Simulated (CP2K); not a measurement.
Runs of CP2K 2026.2 on PtS2. The structure is trigonal, space group P-3m1 (No. 164). The conventional cell has a = 3.543 Å, b = 3.543 Å, c = 5.039 Å, α = 90.00°, β = 90.00°, γ = 120.00°. Pt (site symmetry -3m) has 6 S at 2.34 Å as nearest neighbours. S (site symmetry 3m) has 3 Pt at 2.34 Å as nearest neighbours. 

```tsv
level	potentials or basis	smearing	EPS_DEFAULT	NGRIDS	points a segment of the path (NPOINTS)	bands added on the path	CUTOFF of the grids	gap on the mesh (eV)	pressure (GPa)	largest force (eV/Å)
TB-mBJ	POTENTIAL_UZH Pt GTH-PBE-q18, S GTH-PBE-q6; TZVP-MOLOPT-PBE-GTH basis	fermi-dirac 0.0259 eV	1.0E-9	4	6	6	675 Ry	1.19	-	-
PBEsol	POTENTIAL_UZH Pt GTH-PBE-q18, S GTH-PBE-q6; TZVP-MOLOPT-PBE-GTH basis	fermi-dirac 0.05 eV	1.0E-9	4	6	6	450 Ry	(a)	7.9	1.19
LDA	GTH_POTENTIALS Pt GTH-PADE-q18, S GTH-PADE-q6; TZVP-MOLOPT-PBE-GTH basis	fermi-dirac 0.1 eV	1.0E-9	5	8	4	450 Ry	(c)	-0.5	(b)
r2SCAN	POTENTIAL_UZH Pt GTH-SCAN-q18, S GTH-SCAN-q6; TZVP-MOLOPT-SCAN-GTH basis	fermi-dirac 0.01 eV	1.0E-9	4	10	4	675 Ry	1.20	11.1	1.49
PBE	POTENTIAL_UZH Pt GTH-PBE-q18, S GTH-PBE-q6; TZVP-MOLOPT-PBE-GTH basis	fermi-dirac 0.05 eV	1.0E-10	4	8	2	450 Ry	(d)	12.4	1.42
```

Alike in all rows: task band structure; no spin polarisation; cell as given; k mesh 9 × 9 × 5.

Fill in the values left out.

(a) 0.96; (b) 1.16; (c) 0.97; (d) 1.03.

Caveats: spin-orbit coupling is left out, which moves the levels of the heavy elements; the basis of atomic orbitals isn't converged, which shifts pressures, moduli and gaps; forces of over 1 eV/Å show positions far from the minimum, so gaps and moduli don't describe the material at rest (some runs); the potentials were made for another functional, which shifts forces and pressure (some runs); this is a model potential without an energy functional, so only levels have meaning (some runs).

A k mesh can miss the band edges, and the runs leave out spin-orbit coupling on Pt.
